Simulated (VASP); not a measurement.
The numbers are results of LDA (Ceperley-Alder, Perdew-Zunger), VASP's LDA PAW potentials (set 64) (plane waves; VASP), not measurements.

A VASP calculation is set up with these files.

### POSCAR
```
NaBr
2.8943220
  0.0000000000   0.9999999756   0.9999999756
  0.9999999756   0.0000000000   0.9999999756
  0.9999999756   0.9999999756   0.0000000000
Na Br
1 1
direct
  0.0000000000   0.0000000000   0.0000000000
  0.5000000000   0.5000000000   0.5000000000
```

**KPOINTS**
```
Automatic mesh
0
Gamma
8 8 8
0 0 0
```

INCAR:
```
SYSTEM  =  NaBr
PREC  =  Accurate; ENCUT  =  520; LREAL  =  .FALSE.
LASPH  =  .TRUE.
EDIFF  =  1E-7; NELM  =  100; ALGO  =  Normal
LMAXMIX  =  4
ISMEAR  =  0; SIGMA  =  0.05
ISIF  =  2
LWAVE  =  .FALSE.; LCHARG  =  .FALSE.
```

POTCAR, in this order: Na_pv Br (LDA.64 set). Program: vasp_std.

Output

File OSZICAR:
```
       N       E                     dE             d eps       ncg     rms          rms(c)
DAV:   1     0.884918552881E+02    0.88492E+02   -0.72683E+03   638   0.123E+03
DAV:   2     0.969193503706E+00   -0.87523E+02   -0.81757E+02   706   0.268E+02
DAV:   3    -0.670122813842E+01   -0.76704E+01   -0.76111E+01   784   0.757E+01
DAV:   4    -0.686997024073E+01   -0.16874E+00   -0.16862E+00   719   0.119E+01
DAV:   5    -0.687216888443E+01   -0.21986E-02   -0.21985E-02   753   0.138E+00    0.163E+00
DAV:   6    -0.676996670519E+01    0.10220E+00   -0.14737E-01   728   0.291E+00    0.999E-01
DAV:   7    -0.675240338111E+01    0.17563E-01   -0.56902E-02   826   0.166E+00    0.510E-01
DAV:   8    -0.675164461596E+01    0.75877E-03   -0.29676E-03   734   0.595E-01    0.107E-01
DAV:   9    -0.675159475524E+01    0.49861E-04   -0.13747E-04   752   0.125E-01    0.392E-02
DAV:  10    -0.675159853207E+01   -0.37768E-05   -0.15272E-05   753   0.540E-02    0.210E-03
DAV:  11    -0.675159843922E+01    0.92850E-07   -0.14188E-06   725   0.175E-02    0.775E-04
DAV:  12    -0.675159843345E+01    0.57689E-08   -0.63082E-08   418   0.277E-03
   1 F= -.67515984E+01 E0= -.67515984E+01  d E =-.511288E-15
```

File OUTCAR:
```
------------------------ aborting loop because EDIFF is reached ----------------------------------------
  FORCE on cell =-STRESS in cart. coord.  units (eV):
  Direction    XX          YY          ZZ          XY          YZ          ZX
  --------------------------------------------------------------------------------------
  Total       -0.0063208     -0.0063208     -0.0063208      0.0000000      0.0000000     -0.0000000
  in kB       -0.2088385     -0.2088385     -0.2088385      0.0000000      0.0000000     -0.0000000
  external PRESSURE =      -0.2088385 kB  Pullay stress =       0.0000000 kB
  volume of cell :       48.49
      direct lattice vectors                 reciprocal lattice vectors
     0.000000000  2.894321929  2.894321929    -0.172752034  0.172752034  0.172752034
     2.894321929  0.000000000  2.894321929     0.172752034 -0.172752034  0.172752034
     2.894321929  2.894321929  0.000000000     0.172752034  0.172752034 -0.172752034
 POSITION                                       TOTAL-FORCE (eV/Angst)
 -----------------------------------------------------------------------------------
      0.00000      0.00000      0.00000        -0.000000     -0.000000      0.000000
      2.89432      2.89432      2.89432         0.000000      0.000000     -0.000000
 -----------------------------------------------------------------------------------
    total drift:                               -0.000000      0.000000      0.000000
  FREE ENERGIE OF THE ION-ELECTRON SYSTEM (eV)
  ---------------------------------------------------
  free  energy   TOTEN  =        -6.7515984334 eV

  energy  without entropy=       -6.7515984334  energy(sigma->0) =       -6.75159843
```
(Selected blocks of OUTCAR.)

The compound is NaBr in the rock salt structure. It was relaxed first, which changed the volume by -9 %.
